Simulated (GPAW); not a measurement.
# Ti (P6_3/mmc) in GPAW: further runs, part 2 of 3

GPAW 26.7.0. The steps go on from the part before.

## (3) Relaxation of cell and atoms, PBEsol, target pressure 2 GPa, at which the enthalpy is minimised

Contents of run.py:

```python
from ase import Atoms
from ase.filters import FrechetCellFilter
from ase.io import write
from ase.optimize import BFGS
from ase.units import GPa
from gpaw import GPAW, PW, setup_paths

setup_paths.insert(0, '.')

atoms = Atoms(['Ti', 'Ti'],
              cell=[[2.95, 0.0, 0.0],
                    [-1.475, 2.5547749412, 0.0],
                    [0.0, 0.0, 4.68]],
              scaled_positions=[[0.6666666667, 0.3333333333, 0.75],
                                [0.3333333333, 0.6666666667, 0.25]],
              pbc=True)

calc = GPAW(mode=PW(600),
            xc='PBEsol',
            kpts={'size': (8, 8, 4), 'gamma': True},
            occupations={'name': 'fermi-dirac', 'width': 0.05},
            nbands=24,
            convergence={'density': 1e-05, 'forces': 0.0001},
            maxiter=150,
            txt='gpaw.txt')
atoms.calc = calc
opt = BFGS(FrechetCellFilter(atoms, scalar_pressure=2 * GPa), trajectory='relax.traj', logfile='-')
done = opt.run(fmax=0.02, steps=60)
calc.write('gs.gpw')
write('result.traj', atoms)
print('Converged:', done)
print('Cell:', atoms.cell.cellpar().round(4))
print('Volume:', round(atoms.get_volume(), 4))
print(atoms.get_scaled_positions().round(5))
```

Potentials or basis: PAW data sets generated in the run's folder for this functional, pw.

The run is started by

```bash
> gpaw-setup -f PBEsol Ti
> OMP_NUM_THREADS=1 python run.py
```

gpaw.txt:

```text
__  _  _
 | _ |_)|_||  |
 |__||  | ||/\| - 26.7.0

Input parameters:
  mode=PW(ecut=600.0),
  convergence={'density': 1e-05, 'forces': 0.0001},
  kpts=MonkhorstPack(size=(8, 8, 4), gamma=True),
  maxiter=150,
  nbands=24,
  occupations=Occupations(name='fermi-dirac', width=0.05),
  xc=XC(name='PBEsol')

Diagonalizing LCAO Hamiltonian
Converting LCAO to pw mode

          Ti

        Ti

Atoms  # Å, Bohr magnetons
|   | symbol |         x |        y |        z |    initial magnetic moments |
|---|--------|-----------|----------|----------|-----------------------------|
| 0 |     Ti |  1.475000 | 0.851592 | 3.510000 | ( 0.0000,  0.0000,  0.0000) |
| 1 |     Ti | -0.000000 | 1.703183 | 1.170000 | ( 0.0000,  0.0000,  0.0000) |

Unit cell  # Å
| periodic |         x |        y |        z |  lengths |     angles |
|----------|-----------|----------|----------|----------|------------|
|      yes |  2.950000 | 0.000000 | 0.000000 | 2.950000 |  90.000000 |
|      yes | -1.475000 | 2.554775 | 0.000000 | 2.950000 |  90.000000 |
|      yes |  0.000000 | 0.000000 | 4.680000 | 4.680000 | 120.000000 |

Number of symmetries: 12
Symmetry operations  # r_c * U_cc + t_c -> r_c
|    | kind |            matrix            |
|----|------|------------------------------|
|  0 |  σ   |  1, 1, 0,  0,-1, 0,  0, 0, 1 |
|  1 |  S6  |  1, 1, 0, -1, 0, 0,  0, 0,-1 |
|  2 |  E   |  1, 0, 0,  0, 1, 0,  0, 0, 1 |
|  3 |  C2  |  1, 0, 0, -1,-1, 0,  0, 0,-1 |
|  4 |  C2  |  0, 1, 0,  1, 0, 0,  0, 0,-1 |
|  5 |  C3  |  0, 1, 0, -1,-1, 0,  0, 0, 1 |
|  6 |  S6  |  0,-1, 0,  1, 1, 0,  0, 0,-1 |
|  7 |  σ   |  0,-1, 0, -1, 0, 0,  0, 0, 1 |
|  8 |  σ   | -1, 0, 0,  1, 1, 0,  0, 0, 1 |
|  9 |  i   | -1, 0, 0,  0,-1, 0,  0, 0,-1 |
| 10 |  C3  | -1,-1, 0,  1, 0, 0,  0, 0, 1 |
| 11 |  C2  | -1,-1, 0,  0, 1, 0,  0, 0,-1 |

BZ-sampling:
  Number of BZ points: 256
  Number of IBZ points: 35

  Monkhorst-Pack size: [8, 8, 4]
  Monkhorst-Pack shift: [0.0625, 0.0625, 0.125]

K-points  # in reciprocal-cell coordinates
|     |                                coordinates |     weight |
|-----|--------------------------------------------|------------|
|   0 | (  0.00000000,   0.00000000,   0.00000000) | 0.00390625 |
|   1 | (  0.00000000,   0.00000000,   0.25000000) | 0.00781250 |
|   2 | (  0.00000000,   0.00000000,   0.50000000) | 0.00390625 |
|   3 | (  0.12500000,   0.00000000,  -0.25000000) | 0.02343750 |
|   4 | (  0.12500000,   0.00000000,   0.00000000) | 0.02343750 |
|   5 | (  0.12500000,   0.00000000,   0.25000000) | 0.02343750 |
|   6 | (  0.12500000,   0.00000000,   0.50000000) | 0.02343750 |
|   7 | (  0.25000000,  -0.12500000,   0.00000000) | 0.02343750 |
|   8 | (  0.25000000,  -0.12500000,   0.25000000) | 0.04687500 |
|   9 | (  0.25000000,  -0.12500000,   0.50000000) | 0.02343750 |
| ... |                                            |            |
|  34 | (  0.50000000,   0.50000000,   0.50000000) | 0.01171875 |

Plane wave coefficients: 1194
Cutoff: 600.0 eV
[... 116 lines left out ...]
Fermi level: 8.257
Eigenvalues  # (at kpt = [0.000, 0.000, 0.000])
| band index |      eig [eV] | occ [0-2] |
|------------|---------------|-----------|
|          0 |       -48.369 |     2.000 |
|        ... |               |           |
|          2 |       -25.066 |     2.000 |
|          3 |       -24.447 |     2.000 |
|          4 |       -24.447 |     2.000 |
|          5 |       -24.383 |     2.000 |
|          6 |       -24.350 |     2.000 |
|          7 |       -24.350 |     2.000 |
[... 8 lines left out ...]
|         16 |         9.856 |     0.000 |
|         17 |         9.856 |     0.000 |
|        ... |               |           |
|         23 |        25.531 |     0.000 |

No gap
No difference between direct/indirect transitions

Stress tensor  # eV/Ang^3
|        x |        y |        z |
|----------|----------|----------|
| 0.038153 | 0.000000 | 0.000000 |
| 0.000000 | 0.038153 | 0.000000 |
| 0.000000 | 0.000000 | 0.043684 |

Forces  # eV/Ang
|        x |       y |        z |
|----------|---------|----------|
| -0.00000 | 0.00000 |  0.00001 |  # Ti   0
|  0.00000 | 0.00000 | -0.00001 |  # Ti   1

Interpolating wave functions to new cell

          Ti

        Ti

Atoms  # Å, Bohr magnetons
|   | symbol |         x |        y |        z |    initial magnetic moments |
|---|--------|-----------|----------|----------|-----------------------------|
| 0 |     Ti |  1.465622 | 0.846177 | 3.485254 | ( 0.0000,  0.0000,  0.0000) |
| 1 |     Ti | -0.000000 | 1.692354 | 1.161751 | ( 0.0000,  0.0000,  0.0000) |

Unit cell  # Å
| periodic |         x |         y |         z |  lengths |     angles |
|----------|-----------|-----------|-----------|----------|------------|
|      yes |  2.931243 |  0.000000 |  0.000000 | 2.931243 |  90.000000 |
|      yes | -1.465622 |  2.538531 | -0.000000 | 2.931243 |  90.000000 |
|      yes |  0.000000 | -0.000000 |  4.647005 | 4.647005 | 120.000000 |

Number of symmetries: 12
Symmetry operations  # r_c * U_cc + t_c -> r_c
|    | kind |            matrix            |
|----|------|------------------------------|
|  0 |  σ   |  1, 1, 0,  0,-1, 0,  0, 0, 1 |
|  1 |  S6  |  1, 1, 0, -1, 0, 0,  0, 0,-1 |
|  2 |  E   |  1, 0, 0,  0, 1, 0,  0, 0, 1 |
|  3 |  C2  |  1, 0, 0, -1,-1, 0,  0, 0,-1 |
|  4 |  C2  |  0, 1, 0,  1, 0, 0,  0, 0,-1 |
|  5 |  C3  |  0, 1, 0, -1,-1, 0,  0, 0, 1 |
|  6 |  S6  |  0,-1, 0,  1, 1, 0,  0, 0,-1 |
|  7 |  σ   |  0,-1, 0, -1, 0, 0,  0, 0, 1 |
|  8 |  σ   | -1, 0, 0,  1, 1, 0,  0, 0, 1 |
|  9 |  i   | -1, 0, 0,  0,-1, 0,  0, 0,-1 |
| 10 |  C3  | -1,-1, 0,  1, 0, 0,  0, 0, 1 |
| 11 |  C2  | -1,-1, 0,  0, 1, 0,  0, 0,-1 |

BZ-sampling:
  Number of BZ points: 256
  Number of IBZ points: 35

  Monkhorst-Pack size: [8, 8, 4]
  Monkhorst-Pack shift: [0.0625, 0.0625, 0.125]
[... 566 lines left out ...]
Fermi level: 9.093
Eigenvalues  # (at kpt = [0.000, 0.000, 0.000])
| band index |      eig [eV] | occ [0-2] |
|------------|---------------|-----------|
|          0 |       -47.426 |     2.000 |
|        ... |               |           |
|          2 |       -24.218 |     2.000 |
|          3 |       -23.443 |     2.000 |
|          4 |       -23.443 |     2.000 |
|          5 |       -23.345 |     2.000 |
|          6 |       -23.319 |     2.000 |
|          7 |       -23.319 |     2.000 |
[... 8 lines left out ...]
|         16 |        10.789 |     0.000 |
|         17 |        10.789 |     0.000 |
|        ... |               |           |
|         23 |        26.939 |     0.000 |

No gap
No difference between direct/indirect transitions

Stress tensor  # eV/Ang^3
|         x |         y |         z |
|-----------|-----------|-----------|
| -0.013674 | -0.000000 |  0.000000 |
| -0.000000 | -0.013674 |  0.000000 |
|  0.000000 |  0.000000 | -0.010026 |

Forces  # eV/Ang
|        x |       y |        z |
|----------|---------|----------|
|  0.00000 | 0.00000 |  0.00002 |  # Ti   0
| -0.00000 | 0.00000 | -0.00002 |  # Ti   1

Interpolating wave functions to new cell

          Ti

        Ti

Atoms  # Å, Bohr magnetons
|   | symbol |         x |        y |        z |    initial magnetic moments |
|---|--------|-----------|----------|----------|-----------------------------|
| 0 |     Ti |  1.441237 | 0.832099 | 3.415309 | ( 0.0000,  0.0000,  0.0000) |
| 1 |     Ti | -0.000000 | 1.664198 | 1.138436 | ( 0.0000,  0.0000,  0.0000) |

Unit cell  # Å
| periodic |         x |         y |         z |  lengths |     angles |
|----------|-----------|-----------|-----------|----------|------------|
|      yes |  2.882475 |  0.000000 |  0.000000 | 2.882475 |  90.000000 |
|      yes | -1.441237 |  2.496297 | -0.000000 | 2.882475 |  90.000000 |
|      yes | -0.000000 | -0.000000 |  4.553746 | 4.553746 | 120.000000 |

Number of symmetries: 12
Symmetry operations  # r_c * U_cc + t_c -> r_c
|    | kind |            matrix            |
|----|------|------------------------------|
|  0 |  σ   |  1, 1, 0,  0,-1, 0,  0, 0, 1 |
|  1 |  S6  |  1, 1, 0, -1, 0, 0,  0, 0,-1 |
|  2 |  E   |  1, 0, 0,  0, 1, 0,  0, 0, 1 |
|  3 |  C2  |  1, 0, 0, -1,-1, 0,  0, 0,-1 |
|  4 |  C2  |  0, 1, 0,  1, 0, 0,  0, 0,-1 |
|  5 |  C3  |  0, 1, 0, -1,-1, 0,  0, 0, 1 |
|  6 |  S6  |  0,-1, 0,  1, 1, 0,  0, 0,-1 |
|  7 |  σ   |  0,-1, 0, -1, 0, 0,  0, 0, 1 |
|  8 |  σ   | -1, 0, 0,  1, 1, 0,  0, 0, 1 |
|  9 |  i   | -1, 0, 0,  0,-1, 0,  0, 0,-1 |
| 10 |  C3  | -1,-1, 0,  1, 0, 0,  0, 0, 1 |
| 11 |  C2  | -1,-1, 0,  0, 1, 0,  0, 0,-1 |

BZ-sampling:
  Number of BZ points: 256
  Number of IBZ points: 35

  Monkhorst-Pack size: [8, 8, 4]
  Monkhorst-Pack shift: [0.0625, 0.0625, 0.125]
[... 347 lines left out ...]
Fermi level: 9.094
Eigenvalues  # (at kpt = [0.000, 0.000, 0.000])
| band index |      eig [eV] | occ [0-2] |
|------------|---------------|-----------|
|          0 |       -47.431 |     2.000 |
|        ... |               |           |
|          2 |       -24.226 |     2.000 |
|          3 |       -23.452 |     2.000 |
|          4 |       -23.452 |     2.000 |
|          5 |       -23.346 |     2.000 |
|          6 |       -23.325 |     2.000 |
|          7 |       -23.325 |     2.000 |
[... 8 lines left out ...]
|         16 |        10.764 |     0.000 |
|         17 |        10.764 |     0.000 |
|        ... |               |           |
|         23 |        26.995 |     0.000 |

No gap
No difference between direct/indirect transitions

Stress tensor  # eV/Ang^3
|         x |         y |         z |
|-----------|-----------|-----------|
| -0.012336 |  0.000000 |  0.000000 |
| -0.000000 | -0.012336 | -0.000000 |
|  0.000000 | -0.000000 | -0.012304 |

Forces  # eV/Ang
|       x |        y |        z |
|---------|----------|----------|
| 0.00000 | -0.00000 |  0.00003 |  # Ti   0
| 0.00000 |  0.00000 | -0.00003 |  # Ti   1

# Writing to gs.gpw (mode='')
```

Run time: 3.7 min. Hardware: 1 thread of Intel Xeon at 2.50GHz (Skylake/Cascade Lake), shared host; peak memory 0.24 GiB.

Results:

```yaml
Free_energy: -14.3639 eV
Relaxed_volume: 16.38 Å³/atom
Relaxed_cell: a = 2.886 Å, b = 2.886 Å, c = 4.543 Å, α = 90.00°, β = 90.00°, γ = 120.00°
Space_group_after_relaxing_to_0.05_Å: P6_3/mmc (No. 194)
Energy_change_on_relaxing_the_enthalpy_is_what_falls: -12.8 meV/atom
Ionic_steps: 6
Pressure_after_relaxing: 2.0 GPa
Band_gap_on_the_k_mesh: none (metal or under the smearing width)
```

The path:
```csv
step,energy change (eV),largest force (eV/Å),pressure (GPa),volume (Å³)
1,0.0000,0.0000,-6.41,35.27
2,-0.0198,0.0000,-4.38,34.58
3,-0.0227,0.0000,2.50,32.64
4,-0.0254,0.0000,2.00,32.76
5,-0.0255,0.0000,1.97,32.77
6,-0.0256,0.0000,1.97,32.77
```

Final structure:
```
Ti
1.0
     2.88594    0.00000    0.00000
    -1.44297    2.49930    0.00000
     0.00000    0.00000    4.54309
Ti
2
Direct
  0.66667 0.33333 0.75000
  0.33333 0.66667 0.25000
```

Caveat: later steps reuse the first step's grids.

(Part 2 of 3 ends here.)
